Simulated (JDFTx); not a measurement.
The system is CaSe.

```
Se Ca
1.0
     0.00000    2.95600    2.95600
     2.95600    0.00000    2.95600
     2.95600    2.95600    0.00000
Se Ca
1 1
Cartesian
  2.9560 2.9560 2.9560
  0.0000 0.0000 0.0000
```

- Program: JDFTx 1.7.0 (patched build)
- Task: single point
- Functional: PBE
- Potentials or basis: PseudoDojo-SR-PBE-0.5-standard
- Cutoff: 1170 eV
- Density cutoff: 9361 eV
- k mesh: 8 × 8 × 8
- Occupations: fermi-dirac, width 0.05 eV
- Spin: no spin polarisation

On this cell: pressure 1.1 GPa; largest force zero by symmetry; band gap on the k mesh 2.03 eV, indirect (least direct gap 2.96 eV).

The same run follows on a disturbed copy (atoms moved at random, drawn with an rms of 0.05 Å):

```xyz
2
Lattice="0.0000 2.9560 2.9560 2.9560 0.0000 2.9560 2.9560 2.9560 0.0000" Properties=species:S:1:pos:R:3 pbc="T T T"
Se    2.9114    2.9476    2.9038
Ca   -0.0041   -0.0054    0.0319
```

Task: What changes?

Result: The energy moves by +6.8 meV/atom; pressure 1.3 GPa; largest force 0.294 eV/Å; band gap on the k mesh 2.05 eV, indirect (least direct gap 2.97 eV).

Forces on the atoms (eV/Å):
```
Se   0.125  0.009  0.266
Ca  -0.125 -0.009 -0.266
```

Stress tensor (GPa, compression positive):
```
 1.21  0.00 -0.05
 0.00  1.10  0.00
-0.05  0.00  1.57
```

Caveats: the empty levels aren't tightly converged (some runs).

A k mesh can miss the band edges.
